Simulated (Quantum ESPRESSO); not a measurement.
Crystal: PbSe.

```xyz
2
Lattice="3.7843 0.0000 0.0000 0.0000 3.7843 0.0000 0.0000 0.0000 3.7843" Properties=species:S:1:pos:R:3 pbc="T T T"
Pb    0.0000    0.0000    0.0000
Se    1.8922    1.8922    1.8922
```

Measurements of this composition are mostly on another form, of space group No. 225.

| Item | Value |
| --- | --- |
| Program | Quantum ESPRESSO 7.5 |
| Task | phonons |
| Functional | PBEsol |
| Potentials or basis | GBRV 1.5 PBEsol |
| Cutoff | 612 eV |
| Density cutoff | 4898 eV |
| k mesh | 7 × 7 × 7 |
| Occupations | cold, width 0.2 eV |
| Spin | no spin polarisation |
| Mixing beta | 0.5 |
| Most SCF iterations | 120 |
| SCF threshold | 4e-10 Ry |

The cell and the atoms were relaxed first, to 25.27 Å³/atom (a = 3.697 Å, b = 3.697 Å, c = 3.697 Å, α = 90.00°, β = 90.00°, γ = 90.00°), and the response was taken there.

Problem. Where do the zone-centre optical modes lie?

Solution. T1u at 48i cm⁻¹ (IR). Imaginary frequencies mark an instability of this cell.

Optical modes at Γ, degenerate ones joined:
```csv
cm⁻¹,components,symmetry,active in
48i,3,T1u,IR
```

Caveat: the mesh is thin for the phonons of a metal; some modes are imaginary.
